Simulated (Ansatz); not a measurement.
In CaO (rock salt type) the Ca atom of the primitive cell, with all its periodic images, is moved by 0.06 Å along [111].

```
CELL_PARAMETERS angstrom
0.00000 2.41500 2.41500
2.41500 0.00000 2.41500
2.41500 2.41500 0.00000
ATOMIC_POSITIONS crystal
Ca 0.00717 0.00717 0.00717
O 0.50000 0.50000 0.50000
```

These are results of Ansatz, PBE0, plane waves, PAW datasets (generated hard set), not measurements.

Cutoff 700 eV; exchange singularity: Wigner-Seitz; k-mesh 4×4×4 Γ-centred; Fermi–Dirac smearing of 0.05 eV; no spin polarisation.

**Question.** What force results?

**Answer.** The force on it along the displacement is -0.1739 eV/Å, a force constant of 2.90 eV/Å². The cell stands under a pressure of -2.1 GPa, which shifts the constant from its value at the relaxed volume.

| atom | Fx (eV/Å) | Fy (eV/Å) | Fz (eV/Å) |
| --- | --- | --- | --- |
| Ca1 | -0.1004 | -0.1004 | -0.1004 |
| O2 | 0.1004 | 0.1004 | 0.1004 |

Potentials made with PBE were used with another functional.
